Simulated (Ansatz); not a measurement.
# AlNi (Pm-3m) in Ansatz: a series of runs

One crystal, AlNi, is run at these levels: r2SCAN+U, PBEsol+U, PBEsol; tasks: band structure.

All numbers are computed with Ansatz 0.2.0; they aren't measurements. Logs are shortened: lines on timing, memory, paths and dates and some standing lists are left out, and cuts for length are marked.

## Step 1: The structure

The structure is cubic, space group Pm-3m (No. 221). Conventional cell: a = 2.881 Å, b = 2.881 Å, c = 2.881 Å, α = 90.00°, β = 90.00°, γ = 90.00°. Around Ni (site symmetry m-3m) lie 8 Al at 2.50 Å. Al (site symmetry m-3m) has 8 Ni at 2.50 Å as nearest neighbours.

## Step 2: Band structure, r2SCAN+U, collinear spin, ferromagnetic start

The input, input.yaml:

```yaml
crystal:
  lattice:
    - [2.881, 0.0, 0.0]
    - [0.0, 2.881, 0.0]
    - [0.0, 0.0, 2.881]
  atoms:
    - { symbol: Ni, position: [0.5, 0.5, 0.5], spin: 1.0 }
    - { symbol: Al, position: [0.0, 0.0, 0.0] }
hamiltonian:
  xc: r2scan
  pseudopotentials: { kind: paw }
  hubbard: { sites: [{ species: Ni, l: d, u_eff: 7.0 }] }
magnetization:
  spin_polarized: true
kpoints:
  mp_grid: { grid: [9, 9, 9] }
  band_path:
    path:
      - [[0.0, 0.0, 0.0], [0.0, 0.5, 0.0], [0.5, 0.5, 0.0], [0.0, 0.0, 0.0], [0.5, 0.5, 0.5], [0.0, 0.5, 0.0]]
      - [[0.5, 0.5, 0.0], [0.5, 0.5, 0.5]]
    npoints: 14
scf:
  occupations: { method: gaussian, width: 0.01 }
  n_extra_bands: 6
output:
  forces: true
  stress: true
  eigenvalues: true
  fatbands: false
```

Potentials or basis: Ansatz PAW.

Command:

```console
ansatz run input.yaml --threads 2 --pin off --max-ram 5632MiB --backend cpu --events-out ev --progress --plain --runs-dir out
```

Output:

```text
Warning: RAYON_NUM_THREADS=2 ignored (pool sized by the plan → 2); use --threads N
Ni: projections on atomic orbitals take those of the free atom [Ne] 3s2 3p6 3d8 4s2, of charge +0.00 (hamiltonian.pseudopotentials.projection_atoms); the dataset's partial waves leave at most 1.6e-6 of an orbital's norm unspanned inside its sphere
Al: projections on atomic orbitals take those of the free atom [Ne] 3s2 3p1, of charge +0.00 (hamiltonian.pseudopotentials.projection_atoms); the dataset's partial waves leave at most 3.3e-8 of an orbital's norm unspanned inside its sphere
scf.n_extra_bands = 6 over 11 filled bands (N_el = 21.0): the run solves 17 bands
Engine: ansatz 0.2.0, x86_64-unknown-linux-gnu
Pseudopotentials: kind: paw
Pseudopotential: Ni, paw, valence charge 18, recommended cutoff 500 eV (meta_gga), Ni.paw.azcp
Pseudopotential: Al, paw, valence charge 3, recommended cutoff 500 eV (meta_gga), Al.paw.azcp
Functional definition: r2SCAN
  parameter k0 = 0.174
  parameter k1 = 0.065
  parameter a1 = 4.9479
  exchange = r2scan_x(k0 = k0, k1 = k1, a1 = a1)
  correlation = r2scan_c
Crystal: 2 atoms, lattice volume = 23.913 Å³
Basis set: ecut = 500 eV, 619 PW (Γ), exchange–correlation on 96×96×96 points (64 copies of the dense FFT grid, shifted against one another)
Bands: 17, of which v1, the nominal top of the filled ones, is band 11 counted from 1 (10 counted from 0)
Symmetry: 48 space group operations
Space group: Pm-3m (ITA 221), of the structure as read, at distance tolerance 2.9e-5 Å
Magnetic group: BNS 221.92 (UNI 1594), of the structure as read, at distance tolerance 2.9e-5 Å
k-points: 35 of 729
Non-local potential: Ni, projectors of the file, l = 0: 3, l = 1: 2, l = 2: 3, l = 3: 1
Non-local potential: Al, projectors of the file, l = 0: 2, l = 1: 2, l = 2: 1
PAW form: soft (Blöchl's): semilocal exchange-correlation on the pseudo side does not see the compensation charge
PAW frozen core: Ni, regenerated for the run's functional (the file was generated under x = pbe(κ = 0.804, μ = 0.2195149727645171), c = pbe(β = 0.06672455060314922))
PAW frozen core: Al, regenerated for the run's functional (the file was generated under x = pbe(κ = 0.804, μ = 0.2195149727645171), c = pbe(β = 0.06672455060314922))
PAW one-centre angular grid: Ni, 590 points (default); XC on 160 Gauss nodes
PAW one-centre angular grid: Al, 302 points (default); XC on 160 Gauss nodes
Initial density: superposition of atomic densities (chi_scale 0.1, normalization cell)
Starting moments: Σ|m| = 1 μB on 1 of 2 sites
Initial wavefunctions: pseudopotential atomic-orbital guess
Functional: x = r2scan, c = r2scan; τ floored in thin density (d = 2e-4 eV/Å³)
SCF iter   1: F=—  HF=-6384.479222 eV  |F-HF|=—  |Δ(HF+E_count)|=         —  Δρ=1.61e-1 (↑4.31e-2 ↓1.61e-1)  dr2=7.67e0  dr2_τ=3.21e-2  dr2_m=8.66e-1  M=0.247 μB ∫|m|=0.276 μB  β_m=0.30  ethr=3.10e-3  ⟨swp⟩=5.0  Hψ=5448  notcnv=0
preconditioner: auto → none  [insulator: Δε(μ)=0.017 eV  Ē_g=14.901 eV  σ=0.010 eV  W_gap=0.76  n_scr=6 (ndim 8)  ℏωp=27.4 eV  f_vac=0.000  D(μ)=2.16/eV (n_scr^D=26)  ε∞_Penn≈4.4]
SCF iter   2: F=—  HF=-6384.278564 eV  |F-HF|=—  |Δ(HF+E_count)|=   2.01e-1  Δρ=9.12e-2 (↑9.12e-2 ↓5.81e-2)  dr2=2.98e0  dr2_τ=8.30e-3  dr2_m=8.81e-2  M=0.394 μB ∫|m|=0.603 μB  β_m=0.30  ethr=3.10e-3  ⟨swp⟩=3.5  Hψ=3224  notcnv=0  defer=121  κ⁻¹=1.0e0(r=1)
SCF iter   3: F=—  HF=-6383.872254 eV  |F-HF|=—  |Δ(HF+E_count)|=   4.06e-1  Δρ=5.00e-2 (↑1.46e-2 ↓5.00e-2)  dr2=4.23e-1  dr2_τ=3.72e-3  dr2_m=2.06e-1  M=0.328 μB ∫|m|=0.359 μB  β_m=0.30  ethr=3.10e-3  ⟨swp⟩=3.2  Hψ=2746  notcnv=0  defer=118  κ⁻¹=1.2e-3(r=2)
[... 65 lines left out ...]
SCF 1 converged in 61 iterations: F = -6384.098307 eV  dr2 = 2.39e-10
Symmetry: 1 space group operations
k-points: 365 of 729 (time reversal used)
SCF iter   1: F=-6379.405804 eV  HF=-6384.472809 eV  |F-HF|=5.07e0  |Δ(HF+E_count)|=         —  Δρ=1.64e-1 (↑4.07e-2 ↓1.64e-1)  dr2=7.63e0  dr2_τ=3.17e-2  dr2_m=9.35e-1  M=0.237 μB ∫|m|=0.299 μB  β_m=0.39  ethr=3.10e-3  ⟨swp⟩=5.0  Hψ=59807  notcnv=0  defer=2
preconditioner: auto → none  [insulator: Δε(μ)=0.094 eV  Ē_g=14.907 eV  σ=0.010 eV  W_gap=0.69  n_scr=6 (ndim 8)  ℏωp=27.4 eV  f_vac=0.000  D(μ)=2.94/eV (n_scr^D=32)  ε∞_Penn≈4.4]
SCF iter   2: F=-6381.002248 eV  HF=-6384.283278 eV  |F-HF|=3.28e0  |Δ(HF+E_count)|=   1.90e-1  Δρ=8.60e-2 (↑8.60e-2 ↓6.27e-2)  dr2=2.98e0  dr2_τ=8.08e-3  dr2_m=4.96e-2  M=0.394 μB ∫|m|=0.631 μB  β_m=0.52  ethr=3.10e-3  ⟨swp⟩=3.4  Hψ=33324  notcnv=0  defer=1302  κ⁻¹=1.0e0(r=1)
SCF iter   3: F=-6383.820099 eV  HF=-6383.859878 eV  |F-HF|=3.98e-2  |Δ(HF+E_count)|=   4.23e-1  Δρ=4.65e-2 (↑8.30e-3 ↓4.65e-2)  dr2=5.39e-1  dr2_τ=8.94e-4  dr2_m=1.19e-1  M=0.328 μB ∫|m|=0.379 μB  β_m=0.30  ethr=3.10e-3  ⟨swp⟩=3.4  Hψ=29737  notcnv=0  defer=1269  κ⁻¹=4.6e-3(r=2)
SCF iter   4: F=-6384.058140 eV  HF=-6383.992168 eV  |F-HF|=6.60e-2  |Δ(HF+E_count)|=   1.32e-1  Δρ=9.07e-3 (↑9.07e-3 ↓7.59e-3)  dr2=1.88e-3  dr2_τ=1.03e-4  dr2_m=1.48e-2  M=0.193 μB ∫|m|=0.320 μB  β_m=0.61  ethr=2.57e-3  ⟨swp⟩=2.0  Hψ=21234  notcnv=0  defer=1275  κ⁻¹=7.3e-4(r=3)
SCF iter   5: F=-6384.078178 eV  HF=-6384.036146 eV  |F-HF|=4.20e-2  |Δ(HF+E_count)|=   4.40e-2  Δρ=6.87e-3 (↑5.89e-3 ↓6.87e-3)  dr2=1.20e-3  dr2_τ=2.89e-5  dr2_m=8.70e-3  M=0.130 μB ∫|m|=0.250 μB  β_m=1.00  ethr=8.96e-6  ⟨swp⟩=3.0  Hψ=26630  notcnv=0  defer=1275  κ⁻¹=2.0e-5(r=4)
SCF iter   6: F=-6384.086760 eV  HF=-6384.070492 eV  |F-HF|=1.63e-2  |Δ(HF+E_count)|=   3.43e-2  Δρ=4.80e-3 (↑4.80e-3 ↓1.51e-3)  dr2=2.63e-3  dr2_τ=1.13e-5  dr2_m=2.07e-3  M=0.117 μB ∫|m|=0.165 μB  β_m=1.00  ethr=5.71e-6  ⟨swp⟩=2.5  Hψ=25452  notcnv=0  defer=1275  κ⁻¹=9.8e-6(r=5)
SCF iter   7: F=-6384.093190 eV  HF=-6384.087905 eV  |F-HF|=5.29e-3  |Δ(HF+E_count)|=   1.74e-2  Δρ=1.34e-3 (↑7.19e-4 ↓1.34e-3)  dr2=1.34e-4  dr2_τ=1.14e-6  dr2_m=2.10e-4  M=0.100 μB ∫|m|=0.117 μB  β_m=1.00  ethr=5.71e-6  ⟨swp⟩=2.4  Hψ=26803  notcnv=0  defer=1323  κ⁻¹=4.7e-6(r=6)
SCF iter   8: F=-6384.094650 eV  HF=-6384.092460 eV  |F-HF|=2.19e-3  |Δ(HF+E_count)|=   4.56e-3  Δρ=1.86e-3 (↑1.38e-3 ↓1.86e-3)  dr2=7.86e-5  dr2_τ=2.64e-6  dr2_m=5.69e-4  M=0.074 μB ∫|m|=0.090 μB  β_m=1.00  ethr=6.39e-7  ⟨swp⟩=2.0  Hψ=23517  notcnv=0  defer=1323  κ⁻¹=1.4e-6(r=7)
WARN: the starting moments were not kept: the SCF closed with an absolute magnetisation of 7.8e-6 μB, where they sum to 1 μB in size (1 site). That is at most 0.1 of that sum. Measured as dr2_m measures the in/out step, that magnetisation stands 1.2e-10 eV from none, at or under the dr2_threshold of 1.0e-7 eV: it is no larger than a step whose dr2_m would equal this threshold. The system may hold no moment; this SCF shows only that its start led to no more than that. To try another start: raise the starting moments (crystal.atoms[].spin, magnetization.per_species, magnetization.initial_magnetization, or on a non-collinear deck that types none of these the spinor_matrix: blocks that start its atoms; where the total moment is fixed, keep their sum and leave initial_magnetization as it is; typed ones take the place of any that the run laid by itself, positive ones on a crystal's lanthanoids without a Hubbard term where scf.initial_density.shell_occupations: [] is typed) or, if the notice of its spin-set hold's release reads "site moments contracting" or "site moments show no strong build", lengthen the hold (scf.mixing.spin_hold: { on: { confirm: 4 } }; for m-r²SCAN on two components see the key's manual first). Each may lead to a state that holds a moment. A second SCF, from the converged charge density, with the starting moments and any scf.initial_density.shell_occupations laid on it anew, would have followed, and was not run: the deck does not ask for one (magnetization.retry_lost_moments is false, the default). To let it run, set magnetization.retry_lost_moments: true and run the deck again, where that key's refused combinations let it; where memory then withholds it, that run's warning says so.
this state was not tested for a lower state beside it, because the mixer in use, unlike msr1, does not test its closes by its own steps (another_mixer; see scf.mixing.algorithm and scf.lower_state_search)
NSCF: frozen V_eff on 86 k-points
SCF converged after 61 iterations
Magnetization: 0.0000 μB (10.5000 up, 10.5000 down)
Absolute magnetization: 0.0000 μB (∫|ρ↑−ρ↓|, with the PAW one-centre terms)
Spin contamination: 0.0000 ħ² per cell (⟨S²⟩ above its minimum at these occupations)
Per-site moments (μB) at R_I (Å): [(5.879552986850412e-6, 1.0291954151749743), (3.1346871129294733e-8, 1.0291954151749743)]
Free energy (F): -6384.098307 eV
Harris-Foulkes:  -6384.098307 eV  (|F-HF|=7.55e-11)
Internal energy: -6384.098283 eV  (E = F + TS)
E sigma→0 (E₀):  -6384.098295 eV
Entropy (-TS):   -0.000023 eV (-0.012 meV/atom)
Fermi energy:    13.318805 eV
--- Per-component energies (eV) ---
  E_band       = -361.954207
  E_kinetic    = 314.786002
  E_local      = -4494.181008  (includes V_loc(G=0)·N_el)
  E_nonlocal   = 662.770816
  E_hartree    = 1953.832328
  E_xc         = -116.402048
  E_vxc        = -150.157478  (∫ρ·V_xc dr)
  E_hubbard    = 2.662514  (on-site DFT+U / exact-exchange correction)
  E_vhub       = -26.771636  (the Hubbard potential's part of the band-sum identity)
  E_paw        = -2129.592575  (= ΣΔE_a)
  E_vpaw       = -586.541779  (= ΣTr[D̂ρ^β])
  E_aug_tail   = 0.000239  (compensation charges beyond the density's cutoff)
  E_vtau       = 10.474608  (kinetic-family band-sum trace: ∫τ·v_τ [+ j·A + Jᵃ·Aᵃ] dr)
  E_ewald      = -2577.614375
  E_core_change = -0.360177  (= ΣΔE_core)
  E_smearing   = -0.000023  (= −TS)
  E_closure    = 0.000000  (closes the sum)
  Σ components = -6384.098307   (vs F -6384.098307, Δ=0.00e0)
--- Forces (eV/Å), atoms counted from 1 ---
  atom   1  Ni     0.00000000    -0.00000000     0.00000000
  atom   2  Al    -0.00000000    -0.00000000    -0.00000000
  max |Σ_I F_I| component: 5.16e-30 eV/Å
--- Stress (GPa, compression-positive) ---
       -4.685942       0.000000       0.000000
        0.000000      -4.685942       0.000000
        0.000000       0.000000      -4.685942
  P = ⅓ Tr σ = -4.6859 GPa (-46.859 kbar)
--- Band table (eV; the first three rows and the last of 70) ---
  k-point 0 ↑: bands = ["-91.3402", "-50.3235", "-50.3235", "-50.3235", "2.0970", "8.8307", "8.8307", "10.7826", "10.7826", "10.7826", "19.6934", "19.6934", "19.6934", "22.3452", "22.3452", "28.9478", "35.6422"]
  k-point 1 ↑: bands = ["-91.3400", "-50.3267", "-50.3233", "-50.3233", "2.3358", "8.8671", "8.8922", "10.6829", "10.6829", "10.7946", "17.6875", "20.0039", "20.0039", "22.3364", "24.0813", "29.7560", "33.6496"]
  k-point 2 ↑: bands = ["-91.3395", "-50.3347", "-50.3227", "-50.3227", "3.0428", "8.8515", "9.0524", "10.4457", "10.4457", "10.8249", "15.0506", "20.8786", "20.8786", "22.3116", "25.8936", "30.8837", "30.8837"]
  k-point 34 ↓: bands = ["-91.3356", "-50.3446", "-50.3446", "-50.3445", "8.1183", "8.2956", "8.2956", "11.3014", "11.3014", "14.4604", "15.8417", "15.8417", "17.8336", "18.7792", "18.7792", "19.9034", "23.3229"]
Occupation matrices written to <dir>
```

It took 1.8 min on 2 threads of Intel Xeon at 2.50GHz (Skylake/Cascade Lake), shared host; peak memory 0.79 GiB.

What came out:

- Free energy: -6384.0983 eV
- Pressure: -4.7 GPa
- Band gap on the k mesh: none (metal or under the smearing width)
- Net moment: 0.00 μB per cell
- Absolute moment: 0.00 μB per cell

Levels at the corners of the path, in eV from the Fermi level:
Spin up:
| point | band 8 | band 9 | band 10 | band 11 | band 12 | band 13 |
| --- | --- | --- | --- | --- | --- | --- |
| Γ | -2.54 | -2.54 | -2.54 | 6.37 | 6.37 | 6.37 |
| X | -3.29 | -3.29 | -2.43 | -1.27 | 8.93 | 11.12 |
| M | -3.16 | -2.62 | -2.62 | -1.91 | 2.10 | 2.92 |
| Γ | -2.54 | -2.54 | -2.54 | 6.37 | 6.37 | 6.37 |
| R | -1.87 | -1.87 | 2.66 | 2.66 | 2.66 | 4.71 |
| X | -3.29 | -3.29 | -2.43 | -1.27 | 8.93 | 11.12 |
| M | -3.16 | -2.62 | -2.62 | -1.91 | 2.10 | 2.92 |
| R | -1.87 | -1.87 | 2.66 | 2.66 | 2.66 | 4.71 |
Spin down:
| point | band 6 | band 7 | band 8 | band 9 | band 10 | band 11 | band 12 | band 13 | band 14 | band 15 |
| --- | --- | --- | --- | --- | --- | --- | --- | --- | --- | --- |
| Γ | -4.49 | -4.49 | -2.54 | -2.54 | -2.54 | 6.37 | 6.37 | 6.37 | 9.03 | 9.03 |
| X | -6.82 | -3.93 | -3.29 | -3.29 | -2.43 | -1.27 | 8.93 | 11.12 | 11.12 | 12.08 |
| M | -4.24 | -3.16 | -3.16 | -2.62 | -2.62 | -1.91 | 2.10 | 2.92 | 13.55 | 16.40 |
| Γ | -4.49 | -4.49 | -2.54 | -2.54 | -2.54 | 6.37 | 6.37 | 6.37 | 9.03 | 9.03 |
| R | -5.10 | -5.10 | -1.87 | -1.87 | 2.66 | 2.66 | 2.66 | 4.71 | 4.95 | 4.95 |
| X | -6.82 | -3.93 | -3.29 | -3.29 | -2.43 | -1.27 | 8.93 | 11.12 | 11.12 | 12.08 |
| M | -4.24 | -3.16 | -3.16 | -2.62 | -2.62 | -1.91 | 2.10 | 2.92 | 13.55 | 16.40 |
| R | -5.10 | -5.10 | -1.87 | -1.87 | 2.66 | 2.66 | 2.66 | 4.71 | 4.95 | 4.95 |

Eigenvalues of the final occupation matrices:
| site | spin | trace | eigenvalues |
| --- | --- | --- | --- |
| site 1 | 1 | 4.59 | 0.92 0.92 0.92 0.92 0.92 |
| site 1 | 2 | 4.59 | 0.92 0.92 0.92 0.92 0.92 |

Caveat: the magnetic or orbital state may not be the lowest; the PAW data sets come from PBE, with cores solved anew for the run's functional, which leaves a small shift of forces and pressure; the U is typed as a test and isn't derived for this compound; the starting moments weren't kept.

## Step 3: Band structure, PBEsol+U, collinear spin, ferromagnetic start

input.yaml, as its differences from that of step 2:

```diff
@@ -9,3 +9,3 @@
 hamiltonian:
-  xc: r2scan
+  xc: pbesol
   pseudopotentials: { kind: paw }
@@ -22,3 +22,3 @@
 scf:
-  occupations: { method: gaussian, width: 0.01 }
+  occupations: { method: methfessel_paxton, width: 0.2 }
   n_extra_bands: 6
```

Potentials or basis: Ansatz PAW.

Command:

```console
ansatz run input.yaml --threads 2 --pin off --max-ram 5632MiB --backend cpu --events-out ev --progress --plain --runs-dir out
```

Wall time 32 s (2 threads of Intel Xeon at 2.50GHz (Skylake/Cascade Lake), shared host); peak memory 0.65 GiB.

The run converged. Its results:

* Free energy: -6327.8883 eV
* Pressure: -4.6 GPa
* Band gap on the k mesh: none (metal or under the smearing width)
* Net moment: 0.00 μB per cell
* Absolute moment: 0.00 μB per cell

Levels at the corners of the path, in eV from the Fermi level:
Spin up:
| point | band 8 | band 9 | band 10 | band 11 | band 12 | band 13 |
| --- | --- | --- | --- | --- | --- | --- |
| Γ | -2.42 | -2.42 | -2.42 | 5.99 | 5.99 | 5.99 |
| X | -3.15 | -3.15 | -2.31 | -1.22 | 8.61 | 10.57 |
| M | -3.03 | -2.38 | -2.38 | -1.84 | 2.00 | 2.73 |
| Γ | -2.42 | -2.42 | -2.42 | 5.99 | 5.99 | 5.99 |
| R | -1.81 | -1.81 | 2.62 | 2.62 | 2.62 | 3.99 |
| X | -3.15 | -3.15 | -2.31 | -1.22 | 8.61 | 10.57 |
| M | -3.03 | -2.38 | -2.38 | -1.84 | 2.00 | 2.73 |
| R | -1.81 | -1.81 | 2.62 | 2.62 | 2.62 | 3.99 |
Spin down:
| point | band 6 | band 7 | band 8 | band 9 | band 10 | band 11 | band 12 | band 13 | band 14 | band 15 |
| --- | --- | --- | --- | --- | --- | --- | --- | --- | --- | --- |
| Γ | -4.34 | -4.34 | -2.42 | -2.42 | -2.42 | 5.99 | 5.99 | 5.99 | 8.78 | 8.78 |
| X | -6.47 | -3.82 | -3.15 | -3.15 | -2.31 | -1.22 | 8.61 | 10.57 | 10.57 | 11.35 |
| M | -4.09 | -3.03 | -3.03 | -2.38 | -2.38 | -1.84 | 2.00 | 2.73 | 12.56 | 15.68 |
| Γ | -4.34 | -4.34 | -2.42 | -2.42 | -2.42 | 5.99 | 5.99 | 5.99 | 8.78 | 8.78 |
| R | -4.85 | -4.85 | -1.81 | -1.81 | 2.62 | 2.62 | 2.62 | 3.99 | 4.81 | 4.81 |
| X | -6.47 | -3.82 | -3.15 | -3.15 | -2.31 | -1.22 | 8.61 | 10.57 | 10.57 | 11.35 |
| M | -4.09 | -3.03 | -3.03 | -2.38 | -2.38 | -1.84 | 2.00 | 2.73 | 12.56 | 15.68 |
| R | -4.85 | -4.85 | -1.81 | -1.81 | 2.62 | 2.62 | 2.62 | 3.99 | 4.81 | 4.81 |

Eigenvalues of the final occupation matrices:
```tsv
site	spin	trace	eigenvalues
site 1	1	4.58	0.92 0.92 0.92 0.92 0.92
site 1	2	4.58	0.92 0.92 0.92 0.92 0.92
```

Caveat: the magnetic or orbital state may not be the lowest; the PAW data sets come from PBE, with cores solved anew for the run's functional, which leaves a small shift of forces and pressure; the U is typed as a test and isn't derived for this compound; the starting moments weren't kept. The state reached can hang on the start; a lower one may exist.

(Part 1 of 2 ends here.)
